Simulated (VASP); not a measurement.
# BiH3 (I4/mmm) in VASP: reference runs

How does BiH3 come out in PBE? The cell is run as given.

Program: VASP 6.6.1. These are calculated values, not measurements. Logs are shortened: lines on timing, memory, paths and dates and some standing lists are left out, and cuts for length are marked.

## Step 1: The structure

Symmetry: I4/mmm, No. 139, tetragonal system. The conventional cell has a = 4.769 Å, b = 4.769 Å, c = 5.571 Å, α = 90.00°, β = 90.00°, γ = 90.00°. Bi (site symmetry 4/mmm) is surrounded by 2 H at 1.84 Å. H (site symmetry 4mm) has 1 H at 0.94 Å as nearest neighbours. H (site symmetry 4/mmm) has 2 H at 0.94 Å as nearest neighbours.

The cell was built by a generator and needn't be a form met in nature.

## Step 2: Single point, PBE

Input file INCAR:

```
PREC = Accurate ; ENCUT = 520
EDIFF = 1E-7 ; ISMEAR = -1
SIGMA = 0.05 ; LREAL = False
LASPH = True ; NELM = 80
ALGO = Normal ; ISIF = 2
LWAVE = False ; LCHARG = True
GGA = PE ; LELF = True
LVHAR = True ; NBANDS = 17
```

Input file KPOINTS:

```
regular mesh
0
Gamma
  8 8 8
```

Input file POSCAR:

```
BiH3
1.0
   -2.3844778300      2.3844778300      2.7854136900
    2.3844778300     -2.3844778300      2.7854136900
    2.3844778300      2.3844778300     -2.7854136900
Bi H
1 3
Direct
    0.5000000000      0.5000000000      0.0000000000
    0.8310211500      0.8310211500      0.0000000000
    0.1689788500      0.1689788500      0.0000000000
    0.0000000000      0.0000000000      0.0000000000
```

Potentials or basis: VASP PAW PBE potentials, release 64 (Bi_d, H).

Launch:

```console
$ cat potpaw_PBE.64/Bi_d/POTCAR potpaw_PBE.64/H/POTCAR > POTCAR
$ mpirun -np 1 vasp_std > vasp.out
```

OUTCAR:

```text
PREC = Accurate
   ENCUT = 520
   EDIFF = 1E-7
   ISMEAR = -1
   LREAL = False
   LASPH = True
   NELM = 80
   ISIF = 2
   GGA = PE

 ion  position               nearest neighbor table
   1  0.500  0.500  0.000-   2 1.84   3 1.84
   2  0.831  0.831  0.000-   1 1.84
   3  0.169  0.169  0.000-   1 1.84
   4  0.000  0.000  0.000-

  LATTYP: Found a body centered tetragonal cell.
 ALAT       =     4.7689556600
 C/A-ratio  =     1.1681440922

  Lattice vectors:

 A1 = (  -2.3844778300,   2.3844778300,   2.7854136900)
 A2 = (   2.3844778300,  -2.3844778300,   2.7854136900)
 A3 = (   2.3844778300,   2.3844778300,  -2.7854136900)

Analysis of symmetry for initial positions (statically):
=====================================================================
 Subroutine PRICEL returns:
 Original cell was already a primitive cell.

 Routine SETGRP: Setting up the symmetry group for a
 body centered tetragonal supercell.

 Subroutine GETGRP returns: Found 16 space group operations
 (whereof 16 operations were pure point group operations)
 out of a pool of 16 trial point group operations.

The static configuration has the point symmetry D_4h.

Analysis of symmetry for dynamics (positions and initial velocities):
=====================================================================
 Subroutine PRICEL returns:
 Original cell was already a primitive cell.

 Routine SETGRP: Setting up the symmetry group for a
 body centered tetragonal supercell.

 Subroutine GETGRP returns: Found 16 space group operations
 (whereof 16 operations were pure point group operations)
 out of a pool of 16 trial point group operations.

The dynamic configuration has the point symmetry D_4h.

 Subroutine INISYM returns: Found 16 space group operations
 (whereof 16 operations are pure point group operations),
 and found     1 'primitive' translations

----------------------------------------------------------------------------------------

                                     Primitive cell

  volume of cell :      63.3485

  direct lattice vectors                    reciprocal lattice vectors
    -2.384477830  2.384477830  2.785413690     0.000000000  0.209689515  0.179506549
     2.384477830 -2.384477830  2.785413690     0.209689515  0.000000000  0.179506549
     2.384477830  2.384477830 -2.785413690     0.209689515  0.209689515  0.000000000

  length of vectors
     4.373785371  4.373785371  4.373785371     0.276029517  0.276029517  0.296545756

  position of ions in fractional coordinates (direct lattice)
     0.500000000  0.500000000  0.000000000
     0.831021150  0.831021150  0.000000000
     0.168978850  0.168978850  0.000000000
     0.000000000  0.000000000  0.000000000

  ion indices of the primitive-cell ions
   primitive index   ion index
                 1           1
                 2           2
                 3           3
                 4           4

----------------------------------------------------------------------------------------

 KPOINTS: regular mesh

Automatic generation of k-mesh.
 Grid dimensions read from file:
 generate k-points for:    8    8    8

 Generating k-lattice:

  Cartesian coordinates                     Fractional coordinates (reciprocal lattice)
     0.000000000  0.026211189  0.022438319     0.125000000  0.000000000  0.000000000
     0.026211189  0.000000000  0.022438319     0.000000000  0.125000000  0.000000000
     0.026211189  0.026211189  0.000000000     0.000000000  0.000000000  0.125000000

  Length of vectors
     0.034503690  0.034503690  0.037068220

  Shift w.r.t. Gamma in fractional coordinates (k-lattice)
     0.000000000  0.000000000  0.000000000

 Subroutine IBZKPT returns following result:
 ===========================================

 Found     59 irreducible k-points:

 Following reciprocal coordinates:
            Coordinates               Weight
  0.000000  0.000000  0.000000      1.000000
  0.125000  0.000000  0.000000      8.000000
  0.250000  0.000000  0.000000      8.000000
  0.375000  0.000000 -0.000000      8.000000
  0.500000  0.000000  0.000000      4.000000
  0.125000  0.125000  0.000000      8.000000
[... 16 lines left out ...]
  0.250000  0.125000  0.125000     16.000000
  0.375000  0.125000  0.125000      8.000000
 [... further k-points ...]
   k-points           NKPTS =     59   k-points in BZ     NKDIM =     59   number of bands    NBANDS=     17
   number of dos      NEDOS =    301   number of ions     NIONS =      4
   total plane-waves  NPLWV =  46656
   dimension x,y,z NGX =    36 NGY =   36 NGZ =   36
   dimension x,y,z NGXF=    72 NGYF=   72 NGZF=   72
   ions per type =               1   3
   NGX,Y,Z   is equivalent  to a cutoff of  13.68, 13.68, 13.68 a.u.
   NGXF,Y,Z  is equivalent  to a cutoff of  27.37, 27.37, 27.37 a.u.
 SYSTEM =  unknown system
   PREC   = accura    normal or accurate (medium, high low for compatibility)
   ISTART =      0    job   : 0-new  1-cont  2-samecut
   ICHARG =      2    charge: 1-file 2-atom 10-const
   ISPIN  =      1    spin polarized calculation?
   LNONCOLLINEAR =      F non collinear calculations
   LSORBIT =      F    spin-orbit coupling
   LASPH  =      T    aspherical Exc in radial PAW
   ENCUT  =  520.0 eV  38.22 Ry    6.18 a.u.   8.13  8.13  8.13*2*pi/ulx,y,z
   NELM   =     80;   NELMIN=  2; NELMDL= -5     # of ELM steps
   EDIFF  = 0.1E-06   stopping-criterion for ELM
   LREAL  =      F    real-space projection
   EDIFFG = 0.1E-05   stopping-criterion for IOM
   NSW    =      0    number of steps for IOM
   IBRION =     -1    ionic relax: 0-MD 1-quasi-New 2-CG
   NFREE  =      0    steps in history (QN), initial steepest desc. (CG)
   ISIF   =      2    stress and relaxation
   ISYM   =      2    0-nonsym 1-usesym 2-fastsym
   POTIM  = 0.5000    time-step for ionic-motion
   TEBEG  =    0.0;   TEEND  =   0.0 temperature during run
   PSTRESS=    0.0 pullay stress
   NELECT =      18.0000    total number of electrons
   NUPDOWN=      -1.0000    fix difference up-down
   EMIN   =  10.00;   EMAX   =-10.00  energy-range for DOS
   EFERMI =   0.00;   METHOD = LEGACY
   ISMEAR =    -1;   SIGMA  =   0.05  broadening in eV -4-tet -1-fermi 0-gaus
   EFERMI_NEDOS =   21; number of points for ismear=-14 and -15
   IALGO  =     38    algorithm
   IMIX   =      4    mixing-type and parameters
     AMIX     =   0.40;   BMIX     =  1.00
     AMIX_MAG =   1.60;   BMIX_MAG =  1.00
  volume/ion in A,a.u.               =      15.84       106.87
  Fermi-wavevector in a.u.,A,eV,Ry     =   1.076268  2.033851 15.760333  1.158352
  Thomas-Fermi vector in A             =   2.212147
   LORBIT       =      0    0 simple, 1 ext, 2 COOP (PROOUT), +10 PAW based schemes
   GGA     = PE    functional components
   LHFCALC =     F    Hartree Fock is set to
   AEXX    =    0.0000 exact exchange contribution
   IVDW    =     0    specifies the selected vdW correction
   LEPSILON=     F    determine dielectric tensor
   LRPA    =     F    only Hartree local field effects (RPA)
 non-spin polarized calculation
  energy-cutoff  :      520.00
  volume of cell :       63.35
 maximum number of plane-waves:      1730
 NGX is ok and might be reduce to    36
   NGX = 17   NGY = 17   NGZ = 17

 number of electron      18.0000001 magnetization

 Free energy of the ion-electron system (eV)
  ---------------------------------------------------
  ext. energy  EPLUGINS =         0.00000000
  ---------------------------------------------------
  free energy    TOTEN  =       -10.96181394 eV

  energy without entropy =      -10.94828423  energy(sigma->0) =      -10.95504909

 E-fermi :   2.3384     XC(G=0):  -8.1273

 val. band max:        2.3090600177   @ k =   0.3750   0.3750   0.1250
 cond. band min:       2.3661700144   @ k =   0.2500   0.1250   0.0000
 fundamental gap:      0.0571099968
 Fermi energy:         2.3383784916

 k-point     1 :       0.0000    0.0000    0.0000
  band No.  band energies     occupation
      1     -20.5034      2.00000
      2     -20.3649      2.00000
      3     -20.3649      2.00000
      4     -20.3644      2.00000
      5     -20.3561      2.00000
      6      -9.7781      2.00000
[... 9 lines left out ...]
     16      10.5496      0.00000
     17      11.0391      0.00000

 k-point     2 :       0.1250    0.0000    0.0000
  band No.  band energies     occupation
      1     -20.5033      2.00000
      2     -20.3650      2.00000
      3     -20.3639      2.00000
      4     -20.3626      2.00000
      5     -20.3561      2.00000
      6      -9.6604      2.00000
[... 9 lines left out ...]
     16      10.6248      0.00000
     17      10.9720      0.00000

 k-point     3 :       0.2500    0.0000    0.0000
  band No.  band energies     occupation
      1     -20.5029      2.00000
      2     -20.3657      2.00000
      3     -20.3618      2.00000
      4     -20.3576      2.00000
      5     -20.3560      2.00000
      6      -9.3253      2.00000
[... 9 lines left out ...]
     16      11.7588      0.00000
     17      12.1993      0.00000

 k-point     4 :       0.3750    0.0000   -0.0000
  band No.  band energies     occupation
      1     -20.5026      2.00000
      2     -20.3665      2.00000
      3     -20.3602      2.00000
      4     -20.3554      2.00000
      5     -20.3526      2.00000
      6      -8.8554      2.00000
[... 9 lines left out ...]
     16      13.4863      0.00000
     17      13.9883      0.00000
[... 343 lines left out ...]
      1     -20.5035      2.00000
      2     -20.3642      2.00000
      3     -20.3640      2.00000
      4     -20.3551      2.00000
      5     -20.3546      2.00000
      6      -9.1721      2.00000
[... 9 lines left out ...]
     16      12.2483      0.00000
     17      12.9688      0.00000

 k-point    23 :       0.2500    0.1250    0.1250
  band No.  band energies     occupation
      1     -20.5024      2.00000
      2     -20.3648      2.00000
      3     -20.3609      2.00000
      4     -20.3547      2.00000
      5     -20.3529      2.00000
      6      -8.7599      2.00000
[... 9 lines left out ...]
     16      12.9817      0.00000
     17      14.4746      0.00000

 k-point    24 :       0.3750    0.1250    0.1250
  band No.  band energies     occupation
      1     -20.5020      2.00000
      2     -20.3651      2.00000
      3     -20.3588      2.00000
      4     -20.3543      2.00000
      5     -20.3533      2.00000
      6      -8.5160      2.00000
[... 9 lines left out ...]
     16      13.7147      0.00000
     17      14.2116      0.00000

 [... further k-points ...]

------------------------ aborting loop because EDIFF is reached ----------------------------------------

  FORCE on cell =-STRESS in cart. coord.  units (eV):
  Direction    XX          YY          ZZ          XY          YZ          ZX
  --------------------------------------------------------------------------------------
  -------------------------------------------------------------------------------------
  Total       -0.6917265     -0.6917265      5.4907664      0.0000000     -0.0000000      0.0000000
  in kB      -17.4947885    -17.4947885    138.8696287      0.0000000     -0.0000000      0.0000000
  external PRESSURE =      34.6266839 kB  Pullay stress =       0.0000000 kB

 VOLUME and BASIS-vectors are now :
 -----------------------------------------------------------------------------
  energy-cutoff  :      520.00
  volume of cell :       63.35
      direct lattice vectors                 reciprocal lattice vectors
    -2.384477830  2.384477830  2.785413690     0.000000000  0.209689515  0.179506549
     2.384477830 -2.384477830  2.785413690     0.209689515  0.000000000  0.179506549
     2.384477830  2.384477830 -2.785413690     0.209689515  0.209689515  0.000000000

 POSITION                                       TOTAL-FORCE (eV/Angst)
 -----------------------------------------------------------------------------------
      0.00000      0.00000      2.78541         0.000000      0.000000      0.000000
      0.00000      0.00000      4.62948        -0.000000     -0.000000      1.325505
      0.00000      0.00000      0.94135        -0.000000     -0.000000     -1.325505
      0.00000      0.00000      0.00000         0.000000      0.000000      0.000000
 -----------------------------------------------------------------------------------
    total drift:                                0.000000     -0.000000      0.000000

  FREE ENERGIE OF THE ION-ELECTRON SYSTEM (eV)
  ---------------------------------------------------
  free  energy   TOTEN  =       -10.9618139397 eV

  energy  without entropy=      -10.9482842331  energy(sigma->0) =      -10.95504909
```

Run time: 42 s. Hardware: 1 thread of Intel Xeon Platinum 8559C (Emerald Rapids), shared host; peak memory 0.23 GiB.

Results:

| Item | Value |
| --- | --- |
| Free energy | -10.9618 eV |
| Pressure | 3.5 GPa |
| Largest force | 1.326 eV/Å |
| Band gap on the k mesh | none (metal or under the smearing width) |

Forces on the atoms (eV/Å):
```
Bi   0.000  0.000  0.000
H    0.000  0.000  1.326
H    0.000  0.000 -1.326
H    0.000  0.000  0.000
```

Stress tensor (GPa, compression positive):
```
-1.75  0.00  0.00
 0.00 -1.75  0.00
 0.00  0.00 13.89
```

Caveat: spin-orbit coupling is left out, which moves the levels of the heavy elements; forces of over 1 eV/Å show positions far from the minimum, so gaps and moduli don't describe the material at rest.
